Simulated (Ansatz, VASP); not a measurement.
# CuPd (Skaergaardite) in two plane-wave programs

Wanted: the spread between two codes on one cell, functional and k mesh. The two relaxations start from unlike cells of this crystal (the structure described is Ansatz's start), so only their ends are compared.

Main program and level: Ansatz 0.2.0; plane waves, with VASP 6.6.1 beside it; relaxation of cell and atoms at PBEsol with D3(BJ).

## 1. The starting structure

The structure is cubic, space group Pm-3m (No. 221). Conventional cell: a = 2.988 Å, b = 2.988 Å, c = 2.988 Å, α = 90.00°, β = 90.00°, γ = 90.00°. Cu has 8 Pd at 2.59 Å nearest. Nearest to Pd lie 8 Cu at 2.59 Å. Farther neighbours are not listed.

## 2. VASP: relaxation of cell and atoms, PBEsol with D3(BJ)

The relaxed volume is the usual yardstick between codes: in a stiff, nearly cubic crystal its relative difference is about their pressure difference at one cell divided by the bulk modulus.

Lines of VASP's logs that name or quote its potential files are left out, and so is its time.

File INCAR:

```
SYSTEM = CuPd
PREC = Accurate
ENCUT = 600
EDIFF = 1E-07
NELM = 120
ISMEAR = 0
SIGMA = 0.1
LREAL = .FALSE.
ALGO = Normal
GGA = PS
IVDW = 12
NBANDS = 16
LASPH = .TRUE.
LORBIT = 11
LWAVE = .FALSE.
LCHARG = .FALSE.
ISIF = 3
IBRION = 2
NSW = 80
EDIFFG = -0.005
GGA_COMPAT = .FALSE.
NELMIN = 4
```

File POSCAR:

```
CuPd
1.0
    2.9249049085      0.0000000000      0.0000000000
    0.0000000000      2.9249049085      0.0000000000
    0.0000000000      0.0000000000      2.9249049085
Cu Pd
1 1
Direct
    0.0000000000      0.0000000000      0.0000000000
    0.5000000000      0.5000000000      0.5000000000
```

File KPOINTS:

```
Automatic mesh
0
Gamma
12 12 12
0 0 0
```

PAW data sets: Cu and Pd (PBE family, release 64).

On the command line:

```
> mpirun -np 1 vasp_std
```

Numbers of over 12 decimals in the logs are rounded to 6 here.

What it wrote:

```text
[banner, memory and clock lines left out]
running    1 mpi-ranks, on    1 nodes
 distrk:  each k-point on    1 cores,    1 groups
 distr:  one band on    1 cores,    1 groups

 POSCAR found type information on POSCAR CuPd
 POSCAR found :  2 types and       2 ions
|                                                                             |
|               ----> ADVICE to this user running VASP <----                  |
|                                                                             |
|     You enforced a specific xc type in the INCAR file but a different       |
|     [... a line on the potential file left out ...]
|     I HOPE YOU KNOW WHAT YOU ARE DOING!                                     |
|                                                                             |

 LDA part: xc-table for (Slater+PW92), standard interpolation
 POSCAR, INCAR and KPOINTS ok, starting setup
 FFT: planning ... GRIDC
 FFT: planning ... GRID_SOFT
 FFT: planning ... GRID
 WAVECAR not read
 entering main loop
       N       E                     dE             d eps       ncg     rms          rms(c)
DAV:   1     0.120408686847E+03    0.12041E+03   -0.11537E+04  2840   0.213E+03
DAV:   2    -0.842017728771E+01   -0.12883E+03   -0.12153E+03  2736   0.321E+02
DAV:   3    -0.120218260102E+02   -0.36016E+01   -0.35181E+01  3328   0.636E+01
DAV:   4    -0.120720037016E+02   -0.50178E-01   -0.50163E-01  3232   0.597E+00
DAV:   5    -0.120738764171E+02   -0.18727E-02   -0.18727E-02  4032   0.125E+00    0.142E+01
DAV:   6    -0.127461059160E+02   -0.67223E+00   -0.25653E+01  2728   0.183E+02    0.997E+00
DAV:   7    -0.105076682555E+02    0.22384E+01   -0.58656E+00  3376   0.106E+02    0.275E+00
DAV:   8    -0.104865840224E+02    0.21084E-01   -0.30486E-01  3312   0.739E+00    0.195E+00
DAV:   9    -0.104763474001E+02    0.10237E-01   -0.60710E-03  4088   0.134E+00    0.271E-01
DAV:  10    -0.104756220758E+02    0.72532E-03   -0.54742E-03  3072   0.333E+00    0.946E-02
DAV:  11    -0.104755346371E+02    0.87439E-04   -0.47696E-04  4208   0.730E-01    0.259E-02
DAV:  12    -0.104755252588E+02    0.93783E-05   -0.55755E-05  3888   0.325E-01    0.741E-03
DAV:  13    -0.104755244074E+02    0.85134E-06   -0.67122E-06  4224   0.629E-02    0.179E-03
DAV:  14    -0.104755244676E+02   -0.60209E-07   -0.10886E-07  1912   0.145E-02
   1 F= -.11687250E+02 E0= -.11683510E+02  d E =-.116873E+02
 curvature:   0.00 expect dE= 0.000E+00 dE for cont linesearch  0.000E+00
 trial: gam= 0.00000 g(F)=  0.000E+00 g(S)=  0.116E-04 ort = 0.000E+00 (trialstep = 0.100E+01)
 search vector abs. value=  0.116E-04
 bond charge predicted
       N       E                     dE             d eps       ncg     rms          rms(c)
DAV:   1    -0.104769338752E+02   -0.14095E-02   -0.38760E-03  2752   0.152E+00    0.142E-01
DAV:   2    -0.104767369623E+02    0.19691E-03   -0.17503E-03  2776   0.169E+00    0.718E-02
DAV:   3    -0.104766619317E+02    0.75031E-04   -0.80104E-04  2832   0.136E+00    0.521E-02
DAV:   4    -0.104766310821E+02    0.30850E-04   -0.67787E-05  3632   0.391E-01    0.174E-02
DAV:   5    -0.104766271560E+02    0.39261E-05   -0.83366E-06  4072   0.969E-02    0.292E-03
DAV:   6    -0.104766271475E+02    0.84701E-08   -0.10189E-06  4016   0.191E-02    0.629E-04
DAV:   7    -0.104766272006E+02   -0.53003E-07   -0.81822E-09  1536   0.270E-03
   2 F= -.11687237E+02 E0= -.11683495E+02  d E =0.136200E-04
 trial-energy change:    0.000014  1 .order    0.000007   -0.000012    0.000025
 step:   0.1632(harm=  0.3151)  dis= 0.00000  next Energy=   -11.687251 (dE=-0.916E-06)
 bond charge predicted
       N       E                     dE             d eps       ncg     rms          rms(c)
DAV:   1    -0.104759193191E+02    0.70783E-03   -0.27257E-03  2728   0.128E+00    0.119E-01
DAV:   2    -0.104757826552E+02    0.13666E-03   -0.12342E-03  2744   0.142E+00    0.604E-02
DAV:   3    -0.104757288957E+02    0.53760E-04   -0.55981E-04  2808   0.115E+00    0.436E-02
DAV:   4    -0.104757081125E+02    0.20783E-04   -0.47826E-05  3632   0.327E-01    0.146E-02
DAV:   5    -0.104757065516E+02    0.15609E-05   -0.60842E-06  4032   0.830E-02    0.262E-03
DAV:   6    -0.104757063859E+02    0.16563E-06   -0.77316E-07  3896   0.173E-02    0.524E-04
DAV:   7    -0.104757063335E+02    0.52426E-07   -0.65859E-09  1424   0.225E-03
   3 F= -.11687250E+02 E0= -.11683510E+02  d E =0.412275E-06
 curvature:  -0.15 expect dE=-0.165E-06 dE for cont linesearch -0.165E-06
 trial: gam= 0.00000 g(F)=  0.890E-68 g(S)=  0.110E-05 ort =-0.358E-05 (trialstep = 0.833E+00)
 search vector abs. value=  0.110E-05
 reached required accuracy - stopping structural energy minimisation
```

Parts of OUTCAR (step 2):

```text
ion  position               nearest neighbor table
   1  0.000  0.000  0.000-   2 2.53   2 2.53   2 2.53   2 2.53   2 2.53   2 2.53   2 2.53   2 2.53

  LATTYP: Found a simple cubic cell.
 ALAT       =     2.9249049085

 Subroutine GETGRP returns: Found 48 space group operations
 (whereof 48 operations were pure point group operations)

The static configuration has the point symmetry O_h .

 Found     84 irreducible k-points:

   k-points           NKPTS =     84   k-points in BZ     NKDIM =     84   number of bands    NBANDS=     16

   dimension x,y,z NGX =    24 NGY =   24 NGZ =   24
   dimension x,y,z NGXF=    48 NGYF=   48 NGZF=   48

   ENCUT  =  600.0 eV  44.10 Ry    6.64 a.u.   5.84  5.84  5.84*2*pi/ulx,y,z

   NELECT =      21.0000    total number of electrons

 k-points in reciprocal lattice and weights: Automatic mesh
   0.00000000  0.00000000  0.00000000       0.001
   0.08333333  0.00000000  0.00000000       0.003
   0.16666667  0.00000000  0.00000000       0.003
   0.25000000  0.00000000  0.00000000       0.003
   0.33333333  0.00000000  0.00000000       0.003
   0.41666667  0.00000000  0.00000000       0.003
   0.50000000  0.00000000  0.00000000       0.002
   0.08333333  0.08333333  0.00000000       0.007
   0.16666667  0.08333333  0.00000000       0.014
[...]
0.50000000  0.50000000  0.41666667       0.003
   0.50000000  0.50000000  0.50000000       0.001

 Edisp (eV)   -1.21061

 average (electrostatic) potential at core
       1 -61.1636       2 -70.7983

 E-fermi :   9.1048

 k-point     1 :       0.0000    0.0000    0.0000
  band No.  band energies     occupation
    ...
      7       7.9336      2.00000
      8       7.9336      2.00000
      9       9.0171      1.78530
     10       9.0171      1.78530
     11       9.0171      1.78530
     12      18.3117      0.00000
     13      18.3117      0.00000
     14      18.3117      0.00000
     15      25.7487      0.00000
     16      25.7487      0.00000

 k-point     2 :       0.0833    0.0000    0.0000
  band No.  band energies     occupation
    ...
      7       7.8721      2.00000
      8       7.9581      2.00000
      9       8.8773      1.99871
     10       8.8773      1.99871
     11       8.9746      1.93452
     12      17.4940      0.00000
     13      18.6089      0.00000
     14      18.6089      0.00000
     15      25.6212      0.00000
     16      26.0954      0.00000

 k-point     3 :       0.1667    0.0000    0.0000
  band No.  band energies     occupation
    ...
      7       7.6919      2.00000
      8       8.0281      2.00000
      9       8.5165      2.00000
     10       8.5165      2.00000
     11       8.8510      1.99967
     12      15.7523      0.00000
     13      19.4385      0.00000
     14      19.4385      0.00000
     15      25.2800      0.00000
     16      26.2429      0.00000

 Edisp (eV)   -1.21154

  Total      -0.00390    -0.00390    -0.00390     0.00000     0.00000     0.00000
  in kB      -0.24997    -0.24997    -0.24997     0.00000     0.00000     0.00000
  external pressure =       -0.25 kB  Pullay stress =        0.00 kB

  energy-cutoff  :      600.00
  volume of cell :       25.03
      direct lattice vectors                 reciprocal lattice vectors
     2.925050635  0.000000000 -0.000000000     0.341874424 -0.000000000  0.000000000
     0.000000000  2.925050635  0.000000000    -0.000000000  0.341874424 -0.000000000
    -0.000000000  0.000000000  2.925050635     0.000000000 -0.000000000  0.341874424

 POSITION                                       TOTAL-FORCE (eV/Angst)
 -----------------------------------------------------------------------------------
      0.00000      0.00000      0.00000        -0.000000     -0.000000      0.000000
      1.46253      1.46253      1.46253         0.000000      0.000000      0.000000
 -----------------------------------------------------------------------------------
    total drift:                                0.000000      0.000000     -0.000000

  FREE ENERGIE OF THE ION-ELECTRON SYSTEM (eV)
  ---------------------------------------------------
  free  energy   TOTEN  =       -11.6872497510 eV

  energy  without entropy=      -11.6797693500  energy(sigma->0) =      -11.68350955

 reached required accuracy - stopping structural energy minimisation

 total charge
# of ion       s       p       d       tot
------------------------------------------
    1        0.468   0.399   9.189  10.055
    2        0.493   0.538   8.593   9.624
--------------------------------------------------
tot          0.961   0.936  17.782  19.679

[... 3 further parts left out ...]
```

Dispersion corrections of this kind ignore metallic screening and tend to overbind metals. The run keeps the 48 symmetry operations of its start, so it cannot find a distortion of lower symmetry.

## 3. Ansatz: relaxation of cell and atoms, PBEsol with D3(BJ)

Ansatz runs on its default PAW (the set named soft_2) files.

Its own start cell and the same functional, mesh and smearing now go to Ansatz, which takes its cutoff from its data sets.

File input.yaml:

```yaml
crystal:
  lattice:
    - [2.988, 0.0, 0.0]
    - [0.0, 2.988, 0.0]
    - [0.0, 0.0, 2.988]
  atoms:
    - { symbol: Cu, position: [0.0, 0.0, 0.0] }
    - { symbol: Pd, position: [0.5, 0.5, 0.5] }
kpoints:
  mp_grid: { grid: [12, 12, 12] }
hamiltonian:
  xc: pbesol
  dispersion: d3bj
scf:
  occupations: { method: gaussian, width: 0.1 }
output:
  forces: true
  stress: true
  eigenvalues: true
relax:
  adjacent_minimum: "off"
  f_tol: 0.005
  max_steps: 60
  cell: { stress_tol: 0.03 }
```

On the command line:

```
> ansatz run input.yaml --threads 4 --pin off --max-ram 8192MiB --backend cpu --events-out ev --progress --plain --runs-dir out
```

What it wrote:

```text
Engine: ansatz 0.2.0, aarch64-unknown-linux-gnu
Pseudopotentials: kind: paw
Pseudopotential: Cu, paw, valence charge 19, recommended cutoff 420 eV (normal), Cu.paw.azcp
Pseudopotential: Pd, paw, valence charge 18, recommended cutoff 420 eV (normal), Pd.paw.azcp
Functional definition: PBEsol
  exchange = pbesol_x
  correlation = pbesol_c
Crystal: 2 atoms, lattice volume = 26.677 Å³
Basis set: ecut = 420 eV, 485 PW (Γ), exchange–correlation on 40×40×40 points (8 copies of the dense FFT grid, shifted against one another)
Bands: 23, of which v1, the nominal top of the filled ones, is band 19 counted from 1 (18 counted from 0)
Symmetry: 48 space group operations
Space group: Pm-3m (ITA 221), of the structure as read, at distance tolerance 3.0e-5 Å
k-points: 84 of 1728
Non-local potential: Cu, projectors of the file, l = 0: 3, l = 1: 2, l = 2: 3, l = 3: 1
Non-local potential: Pd, projectors of the file, l = 0: 2, l = 1: 2, l = 2: 2, l = 3: 1
PAW form: soft (Blöchl's): semilocal exchange-correlation on the pseudo side does not see the compensation charge
PAW frozen core: Cu, regenerated for the run's functional, and the local potential with it (the file was generated under x = pbe(κ = 0.804, μ = 0.219515), c = pbe(β = 0.066725))
PAW frozen core: Pd, regenerated for the run's functional, and the local potential with it (the file was generated under x = pbe(κ = 0.804, μ = 0.219515), c = pbe(β = 0.066725))
PAW one-centre angular grid: Cu, 590 points (default); XC on 64 Gauss nodes
PAW one-centre angular grid: Pd, 590 points (default); XC on 64 Gauss nodes
Initial density: superposition of atomic densities (neutral atoms: chi_scale 0, normalization atom), corrected by the library's trained network
Initial wavefunctions: pseudopotential atomic-orbital guess
Functional: x = pbesol(κ = 0.804, μ = 0.123457), c = pbesol(β = 0.046)
SCF iter   1: F=—  HF=-13496.777255 eV  |F-HF|=—  |Δ(HF+E_count)|=         —  Δρ=1.55e-2  dr2=3.78e-2  ethr=1.77e-3  ⟨swp⟩=5.4  Hψ=7946  notcnv=0
preconditioner: auto → none  [metal: Δε(μ)=0.004 eV  Ē_g=10.514 eV  σ=0.100 eV  W_gap=0.02  n_scr=6 (ndim 8)  ℏωp=32.9 eV  f_vac=0.000  D(μ)=1.62/eV (n_scr^D=18)  sad-step TF]
SCF iter   2: F=—  HF=-13496.770094 eV  |F-HF|=—  |Δ(HF+E_count)|=   7.16e-3  Δρ=4.82e-3  dr2=4.96e-3  ethr=1.02e-4  ⟨swp⟩=2.5  Hψ=3682  notcnv=0  defer=1
SCF iter   3: F=—  HF=-13496.768993 eV  |F-HF|=—  |Δ(HF+E_count)|=   1.10e-3  Δρ=1.05e-3  dr2=1.41e-4  ethr=1.34e-5  ⟨swp⟩=2.4  Hψ=2949  notcnv=0  defer=1
SCF iter   4: F=—  HF=-13496.768962 eV  |F-HF|=—  |Δ(HF+E_count)|=   3.06e-5  Δρ=2.04e-4  dr2=8.89e-6  ethr=3.80e-7  ⟨swp⟩=1.3  Hψ=2007  notcnv=0  defer=1
SCF iter   5: F=—  HF=-13496.768911 eV  |F-HF|=—  |Δ(HF+E_count)|=   5.05e-5  Δρ=3.07e-5  dr2=1.49e-7  ethr=2.40e-8  ⟨swp⟩=2.6  Hψ=2767  notcnv=0  defer=1
SCF iter   6: F=-13496.768911 eV  HF=-13496.768911 eV  |F-HF|=7.26e-10  |Δ(HF+E_count)|=   4.20e-8  Δρ=1.93e-6  dr2=5.99e-10  ethr=2.70e-10  ⟨swp⟩=5.6  Hψ=7409  notcnv=0
SCF 1 converged in 6 iterations: F = -13496.768911 eV  dr2 = 5.99e-10
  greatest PAW one-centre occupation: 1.000 electrons in one spin orbital (limit 2), on the Cu atom at site 0 (counted from 0), in its partial waves of l = 0
relax step   1: F+E_penalty+E_count = -13496.76891140 eV  Δ(F+E_penalty+E_count) = +0.000e0 eV  max|allowed force component| = 4.082e-29 eV/Å  Δτ_max = 0.0000 Å  P = -11.523 GPa  Ω = 26.677 Å³  (6 SCF iters, dr2 threshold 1.00e-7 eV, accepted)
[...]
relax step   5: F+E_penalty+E_count = -13496.83353772 eV  Δ(F+E_penalty+E_count) = +1.087e-3 eV  max|allowed force component| = 2.761e-30 eV/Å  Δτ_max = 0.0000 Å  P = +0.044 GPa  Ω = 24.992 Å³  stress off target by 4.36e-2 GPa  SCF on the basis re-selected at this cell (its energy is not comparable with the rows above)  (6 SCF iters)
[...]
relax step   6: F+E_penalty+E_count = -13496.83353541 eV  Δ(F+E_penalty+E_count) = +2.316e-6 eV  max|allowed force component| = 8.677e-30 eV/Å  Δτ_max = 0.0000 Å  P = +0.000 GPa  Ω = 24.997 Å³  energy of the carried Pulay correction = -3.027e-6 eV  (6 SCF iters, dr2 threshold 4.76e-9 eV, accepted)
[...]
relax step   7: F+E_penalty+E_count = -13496.83353541 eV  Δ(F+E_penalty+E_count) = +1.819e-12 eV  max|allowed force component| = 1.045e-29 eV/Å  Δτ_max = 0.0000 Å  P = +0.000 GPa  Ω = 24.997 Å³  stress off target by 2.82e-4 GPa  SCF on the basis re-selected at this cell (its energy is not comparable with the rows above)  (11 SCF iters)
basis re-selected at this cell: Δ(F+E_penalty+E_count) = +1.819e-12 eV, ΔP = +0.000 GPa vs the last step (what re-selecting the basis moved, of the pressure what is left beyond the Pulay correction that the steps carried, after the strain that the cell walked since its last selection, with what the two solves' SCF thresholds leave and, on support functions, any second-order correction that the steps lacked; it is no  [...]
SCF converged after 11 iterations
Free energy (F): -13496.833535 eV
Harris-Foulkes:  -13496.833535 eV  (|F-HF|=1.82e-12)
Internal energy: -13496.826041 eV  (E = F + TS)
E sigma→0 (E₀):  -13496.829788 eV
Entropy (-TS):   -0.007494 eV (-3.747 meV/atom)
Fermi energy:    19.383436 eV
--- Per-component energies (eV) ---
  E_band       = -438.342091
  E_kinetic    = 816.635910
  E_local      = -5678.340360  (includes V_loc(G=0)·N_el)
  E_nonlocal   = 612.065810
  E_hartree    = 2460.016295
  E_xc         = -257.906713
  E_vxc        = -328.167947  (∫ρ·V_xc dr)
  E_paw        = -5312.111409  (= ΣΔE_a)
  E_vpaw       = -780.568547  (= ΣTr[D̂ρ^β])
  E_aug_tail   = 0.000454  (compensation charges beyond the density's cutoff)
  E_ewald      = -6136.481438
  E_disp       = -1.213317  (pairwise vdW)
  E_core_change = 0.508726  (= ΣΔE_core)
  E_smearing   = -0.007494  (= −TS)
  E_closure    = 0.000000  (closes the sum)
  Σ components = -13496.833535   (vs F -13496.833535, Δ=0.00e0)
--- Forces (eV/Å), atoms counted from 1 ---
  atom   1  Cu    -0.00000000    -0.00000000     0.00000000
  atom   2  Pd    -0.00000000    -0.00000000    -0.00000000
  max |Σ_I F_I| component: 2.12e-29 eV/Å
--- Stress (GPa, compression-positive) ---
        0.000282       0.000000       0.000000
        0.000000       0.000282      -0.000000
       -0.000000      -0.000000       0.000282
  P = ⅓ Tr σ = 0.0003 GPa (0.003 kbar)
--- Band table (eV; the first three rows and the last of 84) ---
  k-point 0: bands = [... 15 lower, 18.2146, 19.2952, 19.2952, 19.2952, 28.5527, 28.5527, 28.5527, 36.0079]
  k-point 1: bands = [... 15 lower, 18.2393, 19.1544, 19.1544, 19.2522, 27.7374, 28.8507, 28.8507, 35.8764]
  k-point 2: bands = [... 15 lower, 18.3098, 18.7913, 18.7913, 19.1271, 25.9994, 29.6819, 29.6819, 35.5265]
  k-point 83: bands = [... 15 lower, 18.0856, 19.2208, 19.2208, 26.0733, 27.6063, 27.6063, 27.6063, 29.1439]
--- Relaxed structure (5 steps of the walk, 5 accepted, 2 SCFs on fresh bases) ---
  F+E_penalty+E_count = -13496.83353541 eV   max|allowed force component| = 1.045e-29 eV/Å   (the final SCF, on the basis selected at the relaxed cell)
  cell:  # Å, volume = 24.9971 Å³
    - [2.923904, 0, 0]
    - [0, 2.923904, 0]
    - [0, 0, 2.923904]
  atoms:
    - { symbol: Cu, position: [0, 0, 0] }
    - { symbol: Pd, position: [0.5, 0.5, 0.5] }
```

In the SCF lines HF is the Harris–Foulkes energy and dr2 the Hartree energy of the density residual, in eV; the loop may stop once dr2 is under the threshold and the program's other checks hold. Hψ counts applications of the Hamiltonian.

## 4. Side by side

Known differences besides the potentials themselves: the data sets hold 37 valence electrons in Ansatz (on its default PAW (the set named soft_2) files) and 21 in VASP; the cutoff is 420 eV in Ansatz and 600 eV in VASP; Ansatz makes its cores anew for this functional, VASP keeps those of its PBE data sets; Ansatz adds a Pulay correction to the stress that steers its cell, VASP none. Total energies have different zeros and are not compared.

Both answers:

| quantity | Ansatz | VASP | difference |
| --- | --- | --- | --- |
| volume (Å³) | 25.00 | 25.03 | -0.12 % |
| edge a after relaxation, in the typed setting (Å) | 2.924 | 2.925 | -0.04 % |

## 5. Results

- difference in volume (relaxation of cell and atoms, PBEsol with D3(BJ)): -0.12 %

The difference in volume is -0.12 % (relaxation of cell and atoms, PBEsol with D3(BJ)), within the 1.2 % picked in this series as the mark of a large difference, as far as the stopping tolerances let one tell. The data sets hold unlike numbers of valence electrons (37 in Ansatz and 21 in VASP), so part of the differences comes from the potentials. How closely two codes agree says nothing of how well the functional describes the real material.

[Lines on the potential files, build, host, timing and source positions are cut from VASP's logs without a mark.]

[Logs are printed without paths, hosts, clocks, repeated set-up lines and the standing remarks that a program may print on its own settings, such as how far it seeks lower states.]

[Hosts, paths, dates, database ids (printed as entryN), source tags and the programs' standing remarks are cut or masked in the printed files.]
